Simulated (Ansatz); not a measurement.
The system is Sb.

```
CELL_PARAMETERS angstrom
0.00000 2.37124 2.37124
2.37124 0.00000 2.37124
2.37124 2.37124 0.00000
ATOMIC_POSITIONS crystal
Sb 0.00000 0.00000 0.00000
```

This isn't the form of Sb at room conditions, which is rhombohedral.

Base run:

| Item | Value |
| --- | --- |
| Program | Ansatz 0.2.0 |
| Functional | r2SCAN |
| Potentials or basis | Ansatz PAW |
| Cutoff | 500 eV (not typed: the program's choice for these potentials) |
| k mesh | 10 × 10 × 10 |
| Occupations | fermi-dirac, width 0.05 eV |
| Spin | no spin polarisation |

Its results: band gap on the k mesh none (metal or under the smearing width); pressure 1.1 GPa.

After a change of settings the same cell gave: band gap on the k mesh none (metal or under the smearing width); pressure 3.2 GPa. Which change was it?
A. functional from r2SCAN to BLYP; cutoff from 500 eV (not typed: the program's choice for these potentials) to 420 eV (not typed: the program's choice for these potentials)
B. k mesh from 10 × 10 × 10 to 7 × 7 × 7; spin from no spin polarisation to spin-orbit coupling, no magnetisation; potential files from those of the base run to others of the same set
C. functional from r2SCAN to RPBE; cutoff from 500 eV (not typed: the program's choice for these potentials) to 420 eV (not typed: the program's choice for these potentials)

C.

Caveats: spin-orbit coupling is left out, which moves the levels of the heavy elements; the PAW data sets come from PBE, with cores solved anew for the run's functional, which leaves a small shift of forces and pressure.

Runs at the PBE level aren't shown here.
